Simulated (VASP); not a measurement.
A run of VASP 6.6.1 is set up as follows.

The input INCAR:

```
PREC = Accurate ; ENCUT = 900
EDIFF = 1E-8 ; ISMEAR = -1
SIGMA = 0.1 ; LREAL = F
LASPH = T ; NELM = 100
ALGO = Normal ; ISIF = 2
LWAVE = F ; LCHARG = F
ISPIN = 2 ; MAGMOM = 5
LORBIT = 11 ; LMAXMIX = 6
GGA = PE ; NBANDS = 18
ADDGRID = F
```

File KPOINTS:

```
regular mesh
0
Gamma
  19 19 19
```

Contents of POSCAR:

```
Sm
1.0
   -1.8173030691      1.8173030691      2.5609871902
    1.8173030691     -1.8173030691      2.5609871902
    1.8173030691      1.8173030691     -2.5609871902
Sm
1
Direct
    0.0000000000      0.0000000000      0.0000000000
```

Potentials or basis: VASP PAW PBE potentials, release 64 (Sm).

Run with:

```sh
$ cat potpaw_PBE.64/Sm/POTCAR > POTCAR
$ mpirun -np 1 vasp_std > vasp.out
```

(1) Predict the site moments.

(2) Predict the pressure.

Results:

(1) Sm +5.69 μB.

(2) 3.0 GPa.

Caveat: the magnetic or orbital state may not be the lowest.
